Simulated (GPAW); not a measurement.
# PtSe2 (Sudovikovite) (P-3m1) in GPAW: notebook

The runs below take PtSe2 (Sudovikovite) through single point, with LDA, PBE.

Everything below comes from runs of GPAW 26.7.0. Logs are shortened: lines on timing, memory, paths and dates and some standing lists are left out, and cuts for length are marked. The log counts tension as positive stress, the text compression.

### Step 1. The crystal as given

Symmetry: P-3m1, No. 164, trigonal system. The conventional cell has a = 3.724 Å, b = 3.724 Å, c = 5.062 Å, α = 90.00°, β = 90.00°, γ = 120.00°. Pt (site symmetry -3m) has 6 Se at 2.49 Å as nearest neighbours. Se (site symmetry 3m) is surrounded by 3 Pt at 2.49 Å.

### Step 2. Single point, LDA

Contents of run.py:

```python
from ase.dft.bandgap import bandgap
from ase.io import read, write
from ase.units import GPa
from gpaw import GPAW, PW

atoms = read('PtSe2.xyz')

calc = GPAW(mode=PW(400),
            xc='LDA',
            kpts={'size': (7, 7, 4), 'gamma': True},
            occupations={'name': 'fermi-dirac', 'width': 0.05},
            nbands=26,
            maxiter=120,
            txt='gpaw.txt')
atoms.calc = calc
energy = atoms.get_potential_energy()
forces = atoms.get_forces()
stress = atoms.get_stress()
calc.write('gs.gpw')
write('result.traj', atoms)
print(f'Energy: {energy:.6f} eV')
print('Forces (eV/A):')
print(forces.round(4))
print('Stress (GPa):', (stress / GPa).round(3))
print('Fermi level:', round(calc.get_fermi_level(), 4), 'eV')
print(f'Gap: {bandgap(calc)[0]:.4f} eV, direct: {bandgap(calc, direct=True)[0]:.4f} eV')
```

Contents of PtSe2.xyz:

```xyz
3
Lattice="3.7240000000 0.0000000000 0.0000000000 -1.8620000000 3.2250786037 0.0000000000 0.0000000000 0.0000000000 5.0620000000" Properties=species:S:1:pos:R:3 pbc="T T T"
Pt     0.0000000000      0.0000000000      0.0000000000
Se     1.8620000002      1.0750262011      3.7965000000
Se    -0.0000000002      2.1500524026      1.2655000000
```

Potentials or basis: the program's PAW data sets (release 1.2.1) made for this functional, pw.

On the command line:

```bash
> OMP_NUM_THREADS=1 python run.py
```

gpaw.txt:

```text
__  _  _
 | _ |_)|_||  |
 |__||  | ||/\| - 26.7.0

Input parameters:
  mode=PW(ecut=400.0),
  kpts=MonkhorstPack(size=(7, 7, 4), gamma=True),
  maxiter=120,
  nbands=26,
  occupations=Occupations(name='fermi-dirac', width=0.05),
  xc=XC(name='LDA')

Diagonalizing LCAO Hamiltonian
Converting LCAO to pw mode

            Se

        Se

       Pt

Atoms  # Å, Bohr magnetons
|   | symbol |         x |        y |        z |    initial magnetic moments |
|---|--------|-----------|----------|----------|-----------------------------|
| 0 |     Pt |  0.000000 | 0.000000 | 0.000000 | ( 0.0000,  0.0000,  0.0000) |
| 1 |     Se |  1.862000 | 1.075026 | 3.796500 | ( 0.0000,  0.0000,  0.0000) |
| 2 |     Se | -0.000000 | 2.150052 | 1.265500 | ( 0.0000,  0.0000,  0.0000) |

Unit cell  # Å
| periodic |         x |        y |        z |  lengths |     angles |
|----------|-----------|----------|----------|----------|------------|
|      yes |  3.724000 | 0.000000 | 0.000000 | 3.724000 |  90.000000 |
|      yes | -1.862000 | 3.225079 | 0.000000 | 3.724000 |  90.000000 |
|      yes |  0.000000 | 0.000000 | 5.062000 | 5.062000 | 120.000000 |

Number of symmetries: 12
Symmetry operations  # r_c * U_cc + t_c -> r_c
|    | kind |            matrix            |
|----|------|------------------------------|
|  0 |  σ   |  1, 1, 0,  0,-1, 0,  0, 0, 1 |
|  1 |  S6  |  1, 1, 0, -1, 0, 0,  0, 0,-1 |
|  2 |  E   |  1, 0, 0,  0, 1, 0,  0, 0, 1 |
|  3 |  C2  |  1, 0, 0, -1,-1, 0,  0, 0,-1 |
|  4 |  C2  |  0, 1, 0,  1, 0, 0,  0, 0,-1 |
|  5 |  C3  |  0, 1, 0, -1,-1, 0,  0, 0, 1 |
|  6 |  S6  |  0,-1, 0,  1, 1, 0,  0, 0,-1 |
|  7 |  σ   |  0,-1, 0, -1, 0, 0,  0, 0, 1 |
|  8 |  σ   | -1, 0, 0,  1, 1, 0,  0, 0, 1 |
|  9 |  i   | -1, 0, 0,  0,-1, 0,  0, 0,-1 |
| 10 |  C3  | -1,-1, 0,  1, 0, 0,  0, 0, 1 |
| 11 |  C2  | -1,-1, 0,  0, 1, 0,  0, 0,-1 |

BZ-sampling:
  Number of BZ points: 196
  Number of IBZ points: 28

  Monkhorst-Pack size: [7, 7, 4]
  Monkhorst-Pack shift: [0.0, 0.0, 0.125]

K-points  # in reciprocal-cell coordinates
|     |                                coordinates |     weight |
|-----|--------------------------------------------|------------|
|   0 | (  0.00000000,   0.00000000,   0.00000000) | 0.00510204 |
|   1 | (  0.00000000,   0.00000000,   0.25000000) | 0.01020408 |
|   2 | (  0.00000000,   0.00000000,   0.50000000) | 0.00510204 |
|   3 | (  0.14285714,   0.00000000,  -0.25000000) | 0.03061224 |
|   4 | (  0.14285714,   0.00000000,   0.00000000) | 0.03061224 |
|   5 | (  0.14285714,   0.00000000,   0.25000000) | 0.03061224 |
|   6 | (  0.14285714,   0.00000000,   0.50000000) | 0.03061224 |
|   7 | (  0.28571429,  -0.14285714,   0.00000000) | 0.03061224 |
|   8 | (  0.28571429,  -0.14285714,   0.25000000) | 0.06122449 |
|   9 | (  0.28571429,  -0.14285714,   0.50000000) | 0.03061224 |
| ... |                                            |            |
|  27 | (  0.42857143,   0.42857143,   0.50000000) | 0.03061224 |

Plane wave coefficients: 1121
Cutoff: 400.0 eV

Spin-components: 1 (collinear spins)
Bands:           26
Projectors:      16
Spin-degeneracy: 2
Datatype:        complex128

Parallelization:
  kpt:    1
  domain: 1
  band:   1

Density:
  Valence electrons: 28.0
  Components: 1
  Grid points: [18 18 24]
  Charge: 0.0  # |e|

Potential:
  Grid points: [18 18 24]

species:
  Pt:
    name:    Platinum
    Z:       78.0
    valence: 16
    core:    62
    charge:  0.0  # [|e|]
    compensation charges:
      type: gauss
      rc: 0.41  # [Å]
      lmax: 2
    cutoffs:
      filter: 2.26  # [Å]
      core: 2.26  # [Å]
    projectors
    | kind |    occ | energy [eV] | rcut [Å] |
    |------|--------|-------------|----------|
    |   6s |  1.000 |      -5.930 |    1.307 |
    |   5p |  6.000 |     -56.318 |    1.371 |
    |   6p |  0.000 |      -0.962 |    1.371 |
    |   5d |  9.000 |      -6.387 |    1.307 |
    |    s |        |      21.281 |    1.307 |
    |    d |        |      20.825 |    1.307 |

    Using partial waves for Pt as LCAO basis

  Se:
    name:    Selenium
    Z:       34.0
    valence: 6
    core:    28
    charge:  0.0  # [|e|]
    compensation charges:
      type: gauss
      rc: 0.27  # [Å]
      lmax: 2
    cutoffs:
      filter: 1.77  # [Å]
      core: 2.67  # [Å]
    projectors
    | kind |    occ | energy [eV] | rcut [Å] |
    |------|--------|-------------|----------|
    |   4s |  2.000 |     -17.472 |    0.847 |
    |   4p |  4.000 |      -6.656 |    1.005 |
    |    s |        |       9.739 |    0.847 |
    |    p |        |      20.555 |    1.005 |
    |    d |        |       0.000 |    0.847 |

    Using partial waves for Se as LCAO basis

Reference energy: -632131.096150  # eV

eigensolver:
  PPCG
  Converge bands: occupied
  niter=2

density mixing:
  MSR1-Mixer
  Pratt-step length: 0.05
  Maximum mixing coefficient: 0.75
  Old densities: 10
  SVD Regularization: 0.005
  Good broyden scale: 1.0
  Trust region scale: 1.0
  Backstep threshold: 4.0
  History deletion threshold: 6.0
  Fourier metric: weight=20.0, sigma=0.015

occupation numbers:
  Fermi-Dirac:
    width: 0.0500  # eV

poisson solver:
  ecut: 3200.0  # eV

xc functional:
  name: None

convergence criteria:
- Maximum [total energy] change in last 3 cyles: 0.0005 eV / valence electron
- Maximum integral of absolute [dens]ity change: 0.0001 electrons / valence electron
- Maximum integral of absolute [eigenst]ate change: 4e-08 eV^2 / valence electron
maximum number of iterations: 120

SCF iterations
|iter     | |      energy | eigst |  dens |
|---------|-|-------------|-------|-------|
|iter:   1| |  -18.389618 | +0.08 |       |
|iter:   2| |  -18.046703 | -2.10 | -1.13 |
|iter:   3| |  -17.457096 | -1.90 | -1.20 |
|iter:   4| |  -17.408703 | -3.44 | -1.60 |
|iter:   5| |  -17.387725 | -3.63 | -1.88 |
|iter:   6| |  -17.386985 | -4.81 | -2.64 |
|iter:   7| |  -17.386942c| -5.49 | -3.17 |
|iter:   8| |  -17.386945c| -6.84 | -3.93 |
|iter:   9| |  -17.386946c| -8.05c| -4.62c|

Converged in 9 steps
Energy contributions relative to reference atoms: (reference = -632131.096150)

Energy contributions:
  Kinetic:           7.461320
  Coulomb:          -8.559280
  Zero:             -0.655518
  External:          0.000000
  Xc:              -15.630105
  Entropy:          -0.006725
  Spinorbit:         0.000000
  ----------------------------
  Free energy:     -17.390309
  Extrapolated:    -17.386946

dipole moment: (-6.436527, -11.148392, -17.498228)  # |e|*Ang

Fermi level: 7.936
Eigenvalues  # (at kpt = [0.000, 0.000, 0.000])
| band index |      eig [eV] | occ [0-2] |
|------------|---------------|-----------|
|          0 |       -45.838 |     2.000 |
|        ... |               |           |
|          5 |         0.858 |     2.000 |
|          6 |         1.571 |     2.000 |
|          7 |         1.571 |     2.000 |
|          8 |         4.034 |     2.000 |
|          9 |         4.035 |     2.000 |
|         10 |         5.484 |     2.000 |
[... 8 lines left out ...]
|         19 |        15.332 |     0.000 |
|         20 |        19.806 |     0.000 |
|        ... |               |           |
|         25 |        20.585 |     0.000 |

No gap
No difference between direct/indirect transitions

Forces  # eV/Ang
|        x |        y |        z |
|----------|----------|----------|
| -0.00000 |  0.00000 |  0.00000 |  # Pt   0
|  0.00000 |  0.00000 | -0.18390 |  # Se   1
|  0.00000 | -0.00000 |  0.18390 |  # Se   2

Stress tensor  # eV/Ang^3
|         x |         y |        z |
|-----------|-----------|----------|
|  0.007192 | -0.000000 | 0.000000 |
| -0.000000 |  0.007192 | 0.000000 |
|  0.000000 |  0.000000 | 0.013750 |

# Writing to gs.gpw (mode='')
```

Run time: 32 s. Hardware: 1 thread of Intel Xeon at 2.50GHz (Skylake/Cascade Lake), shared host; peak memory 0.15 GiB.

These settings aren't checked as converged: the numbers below hold their error.

Results:

```yaml
Free_energy: -17.3903 eV
Pressure: -1.5 GPa
Largest_force: 0.184 eV/Å
Band_gap_on_the_k_mesh: none (metal or under the smearing width)
```

Caveat: the cutoff is short for stress and forces, so pressures can be off by a GPa or more.

### Step 3. Single point, PBE

run.py, as its differences from that of step 2:

```diff
@@ -7,4 +7,4 @@
 
-calc = GPAW(mode=PW(400),
-            xc='LDA',
+calc = GPAW(mode=PW(500),
+            xc='PBE',
             kpts={'size': (7, 7, 4), 'gamma': True},
```

PtSe2.xyz is that of step 2.

Potentials or basis: GPAW PAW data sets (gpaw-data 1.2.1), pw.

On the command line:

```bash
> OMP_NUM_THREADS=1 python run.py
```

It took 37 s on 1 thread of Intel Xeon at 2.50GHz (Skylake/Cascade Lake), shared host; peak memory 0.17 GiB.

Results (log left out):

* Free energy: -14.4655 eV
* Pressure: 7.3 GPa
* Largest force: 0.620 eV/Å
* Band gap on the k mesh: none (metal or under the smearing width)

Forces on the atoms (eV/Å):
```
Pt   0.000  0.000  0.000
Se   0.000  0.000 -0.620
Se   0.000  0.000  0.620
```

Stress tensor (GPa, compression positive):
```
7.94 0.00 0.00
0.00 7.94 0.00
0.00 0.00 5.96
```

Levels at points of the mesh, in eV from the Fermi level:
```csv
k point,band 12,band 13,band 14,band 15,band 16,band 17
"(0.00, 0.00, 0.00)",-0.98,-0.98,0.49,1.53,1.53,3.70
"(0.00, 0.00, 0.50)",-1.61,-1.42,-1.42,2.37,2.37,4.91
```

Caveat: the cutoff is short for stress and forces, so pressures can be off by a GPa or more. Spin-orbit coupling is left out, which matters for the levels of Pt.
